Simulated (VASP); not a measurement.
# Hf (Im-3m) in VASP: further runs, part 2 of 2

VASP 6.6.1. The steps go on from the part before.

## 3. Single point, PBE

This run uses another cell than the first one, of 22.45 Å³/atom, 1.010 times its volume.

File INCAR:

```
PREC     = Accurate       # precision mode
ENCUT    = 520            # plane-wave cutoff, eV
EDIFF    = 1E-6           # SCF threshold, eV
ISMEAR   = 0              # smearing method
SIGMA    = 0.05           # smearing width, eV
LREAL    = F              # projectors in reciprocal space
LASPH    = T              # aspherical terms in the spheres
NELM     = 100            # most SCF steps
ALGO     = Normal         # electronic algorithm
ISIF     = 2              # what is computed and relaxed
LWAVE    = F              # write WAVECAR
LCHARG   = F              # write CHGCAR
GGA      = PE             # functional
NBANDS   = 11             # bands
```

File KPOINTS:

```
regular mesh
0
Gamma
  8 8 8
```

File POSCAR:

```
Hf
1.0
   -1.7770478250      1.7770478250      1.7770478250
    1.7770478250     -1.7770478250      1.7770478250
    1.7770478250      1.7770478250     -1.7770478250
Hf
1
Direct
    0.0000000000      0.0000000000      0.0000000000
```

Potentials or basis: VASP PAW PBE potentials, release 64 (Hf_pv).

Run with:

```bash
$ cat potpaw_PBE.64/Hf_pv/POTCAR > POTCAR
$ mpirun -np 1 vasp_std > vasp.out
```

OUTCAR:

```text
PREC = Accurate
   ENCUT = 520
   EDIFF = 1E-6
   ISMEAR = 0
   LREAL = F
   LASPH = T
   NELM = 100
   ISIF = 2
   GGA = PE

 ion  position               nearest neighbor table
   1  0.000  0.000  0.000-

  LATTYP: Found a body centered cubic cell.
 ALAT       =     3.5540956500

  Lattice vectors:

 A1 = (  -1.7770478250,   1.7770478250,   1.7770478250)
 A2 = (   1.7770478250,  -1.7770478250,   1.7770478250)
 A3 = (   1.7770478250,   1.7770478250,  -1.7770478250)

Analysis of symmetry for initial positions (statically):
=====================================================================
 Subroutine PRICEL returns:
 Original cell was already a primitive cell.

 Routine SETGRP: Setting up the symmetry group for a
 body centered cubic supercell.

 Subroutine GETGRP returns: Found 48 space group operations
 (whereof 48 operations were pure point group operations)
 out of a pool of 48 trial point group operations.

The static configuration has the point symmetry O_h .

Analysis of symmetry for dynamics (positions and initial velocities):
[... 164 lines left out ...]

 k-point     1 :       0.0000    0.0000    0.0000
  band No.  band energies     occupation
      1     -25.3024      2.00000
      2     -25.3024      2.00000
      3     -25.3024      2.00000
      4      -2.4723      2.00000
      5       6.0766      0.00000
      6       6.0766      0.00000
      7       6.0766      0.00000
      8       8.8458      0.00000
      9       8.8458      0.00000
     10      17.8235      0.00000
     11      17.8235      0.00000
[... 309 lines left out ...]
 k-point    24 :      -0.3750    0.3750    0.2500
  band No.  band energies     occupation
      1     -25.9051      2.00000
      2     -25.6790      2.00000
      3     -25.6033      2.00000
      4       2.3205      2.00000
      5       3.4835      2.00000
      6       6.3461      0.00000
      7       6.8413      0.00000
      8       9.5774      0.00000
      9      10.0399      0.00000
     10      16.5924      0.00000
     11      17.8071      0.00000

 [... further k-points ...]

------------------------ aborting loop because EDIFF is reached ----------------------------------------

  FORCE on cell =-STRESS in cart. coord.  units (eV):
  Direction    XX          YY          ZZ          XY          YZ          ZX
  --------------------------------------------------------------------------------------
  -------------------------------------------------------------------------------------
  Total       -0.1801351     -0.1801351     -0.1801351     -0.0000000     -0.0000000     -0.0000000
  in kB      -12.8573532    -12.8573532    -12.8573532     -0.0000000     -0.0000000     -0.0000000
  external PRESSURE =     -12.8573532 kB  Pullay stress =       0.0000000 kB

 VOLUME and BASIS-vectors are now :
 -----------------------------------------------------------------------------
  energy-cutoff  :      520.00
  volume of cell :       22.45
      direct lattice vectors                 reciprocal lattice vectors
    -1.777047825  1.777047825  1.777047825     0.000000000  0.281365528  0.281365528
     1.777047825 -1.777047825  1.777047825     0.281365528  0.000000000  0.281365528
     1.777047825  1.777047825 -1.777047825     0.281365528  0.281365528  0.000000000

 POSITION                                       TOTAL-FORCE (eV/Angst)
 -----------------------------------------------------------------------------------
      0.00000      0.00000      0.00000        -0.000000     -0.000000      0.000000
 -----------------------------------------------------------------------------------
    total drift:                               -0.000000      0.000000      0.000000

  FREE ENERGIE OF THE ION-ELECTRON SYSTEM (eV)
  ---------------------------------------------------
  free  energy   TOTEN  =        -9.7512944141 eV

  energy  without entropy=       -9.7490262557  energy(sigma->0) =       -9.75016033
```

OSZICAR:

```text
N       E                     dE             d eps       ncg     rms          rms(c)
DAV:   1     0.127768933181E+02    0.12777E+02   -0.57963E+03   638   0.843E+02
DAV:   2    -0.965130192606E+01   -0.22428E+02   -0.21528E+02   858   0.153E+02
DAV:   3    -0.100949754562E+02   -0.44367E+00   -0.43972E+00   780   0.149E+01
DAV:   4    -0.100966921464E+02   -0.17167E-02   -0.17163E-02   738   0.114E+00
DAV:   5    -0.100967017289E+02   -0.95824E-05   -0.95822E-05   803   0.711E-02    0.430E+01
DAV:   6    -0.984087217859E+01    0.25583E+00   -0.21876E-01   704   0.345E+00    0.257E+01
DAV:   7    -0.975598437192E+01    0.84888E-01   -0.33047E-01   695   0.410E+00    0.140E+00
DAV:   8    -0.975126433004E+01    0.47200E-02   -0.24288E-02   710   0.112E+00    0.108E-01
DAV:   9    -0.975129255400E+01   -0.28224E-04   -0.41943E-04   801   0.160E-01    0.543E-02
DAV:  10    -0.975129513791E+01   -0.25839E-05   -0.32555E-05   745   0.436E-02    0.374E-02
DAV:  11    -0.975129441406E+01    0.72385E-06   -0.43366E-06   707   0.156E-02
   1 F= -.97512944E+01 E0= -.97501603E+01  d E =-.226816E-02
```

stdout:

```text
POSCAR found type information on POSCAR Hf
 POSCAR found :  1 types and       1 ions
 scaLAPACK will be used
 LDA part: xc-table for (Slater+PW92), standard interpolation
 POSCAR, INCAR and KPOINTS ok, starting setup
 FFT: planning ... GRIDC
 FFT: planning ... GRID_SOFT
 FFT: planning ... GRID
 WAVECAR not read
 entering main loop
```

It took 6.9 s on 1 thread of AMD EPYC 7R13 (Zen 3), shared host; peak memory 0.11 GiB.

Results:

* Free energy: -9.7513 eV
* Pressure: -1.3 GPa
* Band gap on the k mesh: none (metal or under the smearing width)

Levels at points of the mesh, in eV from the Fermi level:
```tsv
k point	band 2	band 3	band 4	band 5	band 6	band 7	band 8	band 9
(0.00, 0.00, 0.00)	-29.81	-29.81	-6.98	1.57	1.57	1.57	4.34	4.34
(0.50, 0.00, 0.00)	-30.08	-29.82	-3.32	-0.45	1.09	4.16	5.16	7.61
(0.50, 0.50, 0.50)	-30.38	-30.38	-2.52	-2.52	6.79	6.79	6.79	7.24
```

Spin-orbit coupling is left out, which matters for the levels of Hf.

## 4. Single point, PBE

This run uses another cell than the first one, of 22.31 Å³/atom, 1.004 times its volume.

File INCAR:

```
SYSTEM = Hf
PREC = Accurate
ENCUT = 520
EDIFF = 1E-6
ISMEAR = 0
SIGMA = 0.05
LREAL = .FALSE.
LASPH = .TRUE.
NELM = 100
ALGO = Fast
ISIF = 2
LWAVE = .FALSE.
LCHARG = .FALSE.
GGA = PE
NBANDS = 11
```

File KPOINTS:

```
Automatic mesh
0
G
  8 8 8
  0 0 0
```

File POSCAR:

```
Hf
1.0
   -1.7733967572      1.7733967572      1.7733967572
    1.7733967572     -1.7733967572      1.7733967572
    1.7733967572      1.7733967572     -1.7733967572
Hf
1
Direct
    0.0000000000      0.0000000000      0.0000000000
```

Run with:

```bash
$ cat potpaw_PBE.64/Hf_pv/POTCAR > POTCAR
$ mpirun -np 1 vasp_std > vasp.out
```

It took 7.9 s on 1 thread of AMD EPYC 7R13 (Zen 3), shared host; peak memory 0.11 GiB.

It converged, with:

| Property | Result |
| --- | --- |
| Free energy | -9.7521 eV |
| Pressure | -0.6 GPa |
| Band gap on the k mesh | none (metal or under the smearing width) |

Levels at points of the mesh, in eV from the Fermi level:
| k point | band 2 | band 3 | band 4 | band 5 | band 6 | band 7 | band 8 | band 9 |
| --- | --- | --- | --- | --- | --- | --- | --- | --- |
| (0.00, 0.00, 0.00) | -29.79 | -29.79 | -7.00 | 1.57 | 1.57 | 1.57 | 4.36 | 4.36 |
| (0.50, 0.00, 0.00) | -30.06 | -29.79 | -3.34 | -0.46 | 1.12 | 4.19 | 5.19 | 7.67 |
| (0.50, 0.50, 0.50) | -30.37 | -30.37 | -2.54 | -2.54 | 6.84 | 6.84 | 6.84 | 7.29 |

## 5. Overview

```csv
spin,cell,k mesh,gap on the mesh (eV),pressure (GPa)
"non-collinear, zero start, SOC","Im-3m, 22.22 Å³/atom",16 × 16 × 16,-,-0.5
off,"Im-3m, 22.45 Å³/atom",8 × 8 × 8,none,-1.3
off,"Im-3m, 22.31 Å³/atom",8 × 8 × 8,none,-0.6
```

Alike in all rows: task single point; level PBE; potentials or basis VASP PAW PBE potentials, release 64 (Hf_pv); cutoff (eV) 520; smearing gaussian 0.05 eV.

Total energies depend on the potentials used, so only differences within one code and one set of settings carry meaning.
